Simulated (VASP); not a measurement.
# InAgTe2 (I-42d) in VASP: electric field gradients with PBEsol

Aim: the electric field gradients of InAgTe2 with PBEsol.

Everything below comes from runs of VASP 6.6.1. Logs are shortened: lines on timing, memory, paths and dates and some standing lists are left out, and cuts for length are marked.

## Step 1: Starting point

The structure is tetragonal, space group I-42d (No. 122). The conventional cell has a = 6.467 Å, b = 6.467 Å, c = 12.633 Å, α = 90.00°, β = 90.00°, γ = 90.00°. In (site symmetry -4) is surrounded by 4 Te at 2.74 Å. Ag (site symmetry -4) has 4 Te at 2.82 Å as nearest neighbours. Around Te (site symmetry 2) lie 2 In at 2.74 Å and 2 Ag at 2.82 Å.

## Step 2: Electric field gradients, PBEsol

INCAR reads:

```
PREC = Accurate
ENCUT = 520
EDIFF = 1E-7
ISMEAR = -1
SIGMA = 0.05
LREAL = F
LASPH = T
NELM = 80
ALGO = Fast
ISIF = 2
LWAVE = F
LCHARG = F
GGA = PS
LEFG = T
```

KPOINTS reads:

```
Automatic mesh
0
Gamma
  7 7 7
```

POSCAR reads:

```
InAgTe2
1.0
   -3.2336000000      3.2336000000      6.3165500000
    3.2336000000     -3.2336000000      6.3165500000
    3.2336000000      3.2336000000     -6.3165500000
In Ag Te
2 2 4
Direct
    0.5000000000      0.5000000000      0.0000000000
    0.2500000000      0.7500000000      0.5000000000
    0.0000000000      0.0000000000      0.0000000000
    0.7500000000      0.2500000000      0.5000000000
    0.3750000000      0.3868000000      0.5118000000
    0.6132000000      0.1250000000      0.9882000000
    0.8750000000      0.8632000000      0.4882000000
    0.1368000000      0.6250000000      0.0118000000
```

Potentials or basis: VASP PAW PBE potentials, release 64 (In_d, Ag, Te).

Run with:

```
> cat potpaw_PBE.64/In_d/POTCAR potpaw_PBE.64/Ag/POTCAR potpaw_PBE.64/Te/POTCAR > POTCAR
> mpirun -np 1 vasp_std > vasp.out
```

OUTCAR:

```text
PREC = Accurate
   ENCUT = 520
   EDIFF = 1E-7
   ISMEAR = -1
   LREAL = F
   LASPH = T
   NELM = 80
   ISIF = 2
   GGA = PS

 ion  position               nearest neighbor table
   1  0.500  0.500  0.000-   7 2.74   6 2.74   5 2.74   8 2.74
   2  0.250  0.750  0.500-   6 2.74   5 2.74   7 2.74   8 2.74
   3  0.000  0.000  0.000-   7 2.82   6 2.82   8 2.82   5 2.82
   4  0.750  0.250  0.500-   6 2.82   5 2.82   7 2.82   8 2.82
   5  0.375  0.387  0.512-   1 2.74   2 2.74   4 2.82   3 2.82
   6  0.613  0.125  0.988-   2 2.74   1 2.74   4 2.82   3 2.82
   7  0.875  0.863  0.488-   1 2.74   2 2.74   3 2.82   4 2.82
   8  0.137  0.625  0.012-   1 2.74   2 2.74   3 2.82   4 2.82

  LATTYP: Found a body centered tetragonal cell.
 ALAT       =     6.4672000000
 C/A-ratio  =     1.9534110589

  Lattice vectors:

 A1 = (  -3.2336000000,   3.2336000000,   6.3165500000)
 A2 = (   3.2336000000,  -3.2336000000,   6.3165500000)
 A3 = (   3.2336000000,   3.2336000000,  -6.3165500000)

Analysis of symmetry for initial positions (statically):
=====================================================================
 Subroutine PRICEL returns:
 Original cell was already a primitive cell.

 Routine SETGRP: Setting up the symmetry group for a
 body centered tetragonal supercell.

 Subroutine GETGRP returns: Found  8 space group operations
 (whereof  4 operations were pure point group operations)
 out of a pool of 16 trial point group operations.

The static configuration has the point symmetry S_4 .
 The point group associated with its full space group is D_2d.

Analysis of symmetry for dynamics (positions and initial velocities):
=====================================================================
 Subroutine PRICEL returns:
 Original cell was already a primitive cell.

 Routine SETGRP: Setting up the symmetry group for a
 body centered tetragonal supercell.

 Subroutine GETGRP returns: Found  8 space group operations
 (whereof  4 operations were pure point group operations)
 out of a pool of 16 trial point group operations.

The dynamic configuration has the point symmetry S_4 .
 The point group associated with its full space group is D_2d.

 Subroutine INISYM returns: Found  8 space group operations
 (whereof  4 operations are pure point group operations),
 and found     1 'primitive' translations

----------------------------------------------------------------------------------------

                                     Primitive cell

  volume of cell :     264.1877

  direct lattice vectors                    reciprocal lattice vectors
    -3.233600000  3.233600000  6.316550000     0.000000000  0.154626423  0.079157135
     3.233600000 -3.233600000  6.316550000     0.154626423  0.000000000  0.079157135
     3.233600000  3.233600000 -6.316550000     0.154626423  0.154626423  0.000000000

  length of vectors
     7.798149897  7.798149897  7.798149897     0.173710053  0.173710053  0.218674784

  position of ions in fractional coordinates (direct lattice)
     0.500000000  0.500000000  0.000000000
     0.250000000  0.750000000  0.500000000
     0.000000000  0.000000000  0.000000000
     0.750000000  0.250000000  0.500000000
     0.375000000  0.386800000  0.511800000
     0.613200000  0.125000000  0.988200000
     0.875000000  0.863200000  0.488200000
     0.136800000  0.625000000  0.011800000

  ion indices of the primitive-cell ions
   primitive index   ion index
                 1           1
                 2           2
                 3           3
                 4           4
                 5           5
                 6           6
                 7           7
                 8           8

----------------------------------------------------------------------------------------

 KPOINTS: Automatic mesh

Automatic generation of k-mesh.
 Grid dimensions read from file:
 generate k-points for:    7    7    7

 Generating k-lattice:

  Cartesian coordinates                     Fractional coordinates (reciprocal lattice)
     0.000000000  0.022089489  0.011308162     0.142857143 -0.000000000  0.000000000
     0.022089489  0.000000000  0.011308162    -0.000000000  0.142857143  0.000000000
     0.022089489  0.022089489  0.000000000     0.000000000  0.000000000  0.142857143

  Length of vectors
     0.024815722  0.024815722  0.031239255

  Shift w.r.t. Gamma in fractional coordinates (k-lattice)
     0.000000000  0.000000000  0.000000000

 Subroutine IBZKPT returns following result:
 ===========================================

 Found     40 irreducible k-points:

 Following reciprocal coordinates:
            Coordinates               Weight
  0.000000  0.000000  0.000000      1.000000
  0.142857 -0.000000  0.000000      8.000000
  0.285714  0.000000  0.000000      8.000000
  0.428571 -0.000000  0.000000      8.000000
  0.142857  0.142857  0.000000      8.000000
  0.285714  0.142857  0.000000     16.000000
[... 16 lines left out ...]
 -0.142857  0.285714  0.142857      8.000000
 -0.428571  0.428571  0.142857      8.000000
 [... further k-points ...]
   k-points           NKPTS =     40   k-points in BZ     NKDIM =     40   number of bands    NBANDS=     43
   number of dos      NEDOS =    301   number of ions     NIONS =      8
   total plane-waves  NPLWV = 216000
   dimension x,y,z NGX =    60 NGY =   60 NGZ =   60
   dimension x,y,z NGXF=   120 NGYF=  120 NGZF=  120
   ions per type =               2   2   4
   NGX,Y,Z   is equivalent  to a cutoff of  12.79, 12.79, 12.79 a.u.
   NGXF,Y,Z  is equivalent  to a cutoff of  25.58, 25.58, 25.58 a.u.
 SYSTEM =  unknown system
   PREC   = accura    normal or accurate (medium, high low for compatibility)
   ISTART =      0    job   : 0-new  1-cont  2-samecut
   ICHARG =      2    charge: 1-file 2-atom 10-const
   ISPIN  =      1    spin polarized calculation?
   LNONCOLLINEAR =      F non collinear calculations
   LSORBIT =      F    spin-orbit coupling
   LASPH  =      T    aspherical Exc in radial PAW
   ENCUT  =  520.0 eV  38.22 Ry    6.18 a.u.  14.50 14.50 14.50*2*pi/ulx,y,z
   NELM   =     80;   NELMIN=  2; NELMDL= -5     # of ELM steps
   EDIFF  = 0.1E-06   stopping-criterion for ELM
   LREAL  =      F    real-space projection
   EDIFFG = 0.1E-05   stopping-criterion for IOM
   NSW    =      0    number of steps for IOM
   IBRION =     -1    ionic relax: 0-MD 1-quasi-New 2-CG
   NFREE  =      0    steps in history (QN), initial steepest desc. (CG)
   ISIF   =      2    stress and relaxation
   ISYM   =      2    0-nonsym 1-usesym 2-fastsym
   POTIM  = 0.5000    time-step for ionic-motion
   TEBEG  =    0.0;   TEEND  =   0.0 temperature during run
   PSTRESS=    0.0 pullay stress
   NELECT =      72.0000    total number of electrons
   NUPDOWN=      -1.0000    fix difference up-down
   EMIN   =  10.00;   EMAX   =-10.00  energy-range for DOS
   EFERMI =   0.00;   METHOD = LEGACY
   ISMEAR =    -1;   SIGMA  =   0.05  broadening in eV -4-tet -1-fermi 0-gaus
   EFERMI_NEDOS =   21; number of points for ismear=-14 and -15
   IALGO  =     68    algorithm
   IMIX   =      4    mixing-type and parameters
     AMIX     =   0.40;   BMIX     =  1.00
     AMIX_MAG =   1.60;   BMIX_MAG =  1.00
  volume/ion in A,a.u.               =      33.02       222.85
  Fermi-wavevector in a.u.,A,eV,Ry     =   1.061406  2.005766 15.328085  1.126582
  Thomas-Fermi vector in A             =   2.196821
   LORBIT       =      0    0 simple, 1 ext, 2 COOP (PROOUT), +10 PAW based schemes
   GGA     = PS    functional components
   LHFCALC =     F    Hartree Fock is set to
   AEXX    =    0.0000 exact exchange contribution
   IVDW    =     0    specifies the selected vdW correction
   LEPSILON=     F    determine dielectric tensor
   LRPA    =     F    only Hartree local field effects (RPA)
 non-spin polarized calculation
 RMM-DIIS sequential band-by-band and
  energy-cutoff  :      520.00
  volume of cell :      264.19
 maximum number of plane-waves:      7148
 NGX is ok and might be reduce to    60
   NGX = 29   NGY = 29   NGZ = 29

 number of electron      72.0000007 magnetization

 Free energy of the ion-electron system (eV)
  ---------------------------------------------------
  ext. energy  EPLUGINS =         0.00000000
  ---------------------------------------------------
  free energy    TOTEN  =       -28.22667117 eV

  energy without entropy =      -28.22646345  energy(sigma->0) =      -28.22656731

 E-fermi :   4.5721     XC(G=0):  -8.9307

 val. band max:        4.3805082602   @ k =   0.0000   0.0000   0.0000
 cond. band min:       4.7024165318   @ k =   0.0000   0.0000   0.0000
 fundamental gap:      0.3219082715
 Fermi energy:         4.5720500606

 k-point     1 :       0.0000    0.0000    0.0000
  band No.  band energies     occupation
      1     -10.4002      2.00000
      2     -10.4002      2.00000
      3     -10.3981      2.00000
      4     -10.3072      2.00000
      5     -10.2909      2.00000
      6     -10.2909      2.00000
[... 35 lines left out ...]
     42       8.2957      0.00000
     43       8.3167      0.00000
[... 1017 lines left out ...]
      3     -10.3612      2.00000
      4     -10.3411      2.00000
      5     -10.2993      2.00000
      6     -10.2944      2.00000
[... 35 lines left out ...]
     42       8.2317      0.00000
     43       9.0067      0.00000

 [... further k-points ...]

------------------------ aborting loop because EDIFF is reached ----------------------------------------

  FORCE on cell =-STRESS in cart. coord.  units (eV):
  Direction    XX          YY          ZZ          XY          YZ          ZX
  --------------------------------------------------------------------------------------
  -------------------------------------------------------------------------------------
  Total        1.1748181      1.1748181      1.1369563      0.0000000      0.0000000      0.0000000
  in kB        7.1247346      7.1247346      6.8951199      0.0000000      0.0000000      0.0000000
  external PRESSURE =       7.0481963 kB  Pullay stress =       0.0000000 kB

 VOLUME and BASIS-vectors are now :
 -----------------------------------------------------------------------------
  energy-cutoff  :      520.00
  volume of cell :      264.19
      direct lattice vectors                 reciprocal lattice vectors
    -3.233600000  3.233600000  6.316550000     0.000000000  0.154626423  0.079157135
     3.233600000 -3.233600000  6.316550000     0.154626423  0.000000000  0.079157135
     3.233600000  3.233600000 -6.316550000     0.154626423  0.154626423  0.000000000

 POSITION                                       TOTAL-FORCE (eV/Angst)
 -----------------------------------------------------------------------------------
      0.00000      0.00000      6.31655         0.000000     -0.000000     -0.000000
      3.23360     -0.00000      3.15828        -0.000000     -0.000000     -0.000000
      0.00000      0.00000      0.00000         0.000000     -0.000000      0.000000
     -0.00000      3.23360      3.15828        -0.000000     -0.000000      0.000000
      1.69311      1.61680      1.57914        -0.932879     -0.000000      0.000000
      1.61680      4.77409     -1.57914         0.000000      0.932879     -0.000000
      1.54049      1.61680      7.89569         0.932879     -0.000000     -0.000000
      1.61680     -1.54049      4.73741        -0.000000     -0.932879      0.000000
 -----------------------------------------------------------------------------------
    total drift:                                0.000001      0.000001      0.000001

  FREE ENERGIE OF THE ION-ELECTRON SYSTEM (eV)
  ---------------------------------------------------
  free  energy   TOTEN  =       -28.2266711730 eV

  energy  without entropy=      -28.2264634523  energy(sigma->0) =      -28.22656731

 Electric field gradients (V/A^2)
---------------------------------------------------------------------
 ion       V_xx      V_yy      V_zz      V_xy      V_xz      V_yz
---------------------------------------------------------------------
   1       2.460     2.460    -4.920    -0.002    -0.002    -0.002
   2       2.460     2.460    -4.920    -0.002    -0.002    -0.002
   3      -7.426    -7.426    14.852     0.001     0.001     0.001
   4      -7.426    -7.426    14.852     0.001     0.001     0.001
   5      24.883   -20.887    -3.997     0.000    -0.000  -210.315
   6     -20.887    24.883    -3.997    -0.000   210.315    -0.000
   7      24.883   -20.887    -3.997    -0.000    -0.000   210.315
   8     -20.887    24.883    -3.997     0.000  -210.315    -0.000
---------------------------------------------------------------------

 Electric field gradients after diagonalization (V/A^2)
 (convention: |V_zz| > |V_xx| > |V_yy|)
----------------------------------------------------------------------
 ion       V_xx      V_yy      V_zz     asymmetry (V_yy - V_xx)/ V_zz
----------------------------------------------------------------------
   1       2.462     2.458    -4.920       0.001
   2       2.462     2.458    -4.920       0.001
   3      -7.427    -7.425    14.852       0.000
   4      -7.427    -7.425    14.852       0.000
   5     198.043    24.883  -222.926       0.777
   6     198.043    24.883  -222.926       0.777
   7     198.043    24.883  -222.926       0.777
   8     198.043    24.883  -222.926       0.777
----------------------------------------------------------------------

           NMR quadrupolar parameters

 Cq : quadrupolar parameter    Cq=e*Q*V_zz/h
 eta: asymmetry parameters     (V_yy - V_xx)/ V_zz
 Q  : nuclear electric quadrupole moment in mb (millibarn)
----------------------------------------------------------------------
 ion       Cq(MHz)       eta       Q (mb)
----------------------------------------------------------------------
   1      -0.012       0.001       1.000
   2      -0.012       0.001       1.000
   3       0.036       0.000       1.000
   4       0.036       0.000       1.000
   5      -0.539       0.777       1.000
   6      -0.539       0.777       1.000
   7      -0.539       0.777       1.000
   8      -0.539       0.777       1.000
----------------------------------------------------------------------
```

It took 32 min on 1 thread of Intel Xeon Platinum 8488C (Sapphire Rapids), shared host; peak memory 0.75 GiB.

Results:

* Free energy: -28.2267 eV
* Pressure: 0.7 GPa
* Largest force: 0.933 eV/Å
* Band gap on the k mesh: 0.32 eV, direct

Forces in eV/Å, atoms in the order of the input:
```
In   0.000  0.000  0.000
In   0.000  0.000  0.000
Ag   0.000  0.000  0.000
Ag   0.000  0.000  0.000
Te  -0.933  0.000  0.000
Te   0.000  0.933  0.000
Te   0.933  0.000  0.000
Te   0.000 -0.933  0.000
```

Levels at points of the mesh, in eV from the valence-band top:
```
           k point  band 32  band 33  band 34  band 35  band 36  band 37  band 38  band 39  band 40  band 41
(0.00, 0.00, 0.00)    -1.82    -1.82    -0.10    -0.10     0.00     0.32     2.08     2.25     3.55     3.55
```

Electric field gradients, principal values (V/Å²):
```
atom     Vxx      Vyy       Vzz
1 In   2.458    2.462    -4.920
2 In   2.458    2.462    -4.920
3 Ag  -7.425   -7.427    14.852
4 Ag  -7.425   -7.427    14.852
5 Te  24.883  198.043  -222.926
6 Te  24.883  198.043  -222.926
7 Te  24.883  198.043  -222.926
8 Te  24.883  198.043  -222.926
```

Caveat: the PAW data sets were made with another functional, which shifts forces and pressure a little; spin-orbit coupling is left out, which moves the levels of the heavy elements.
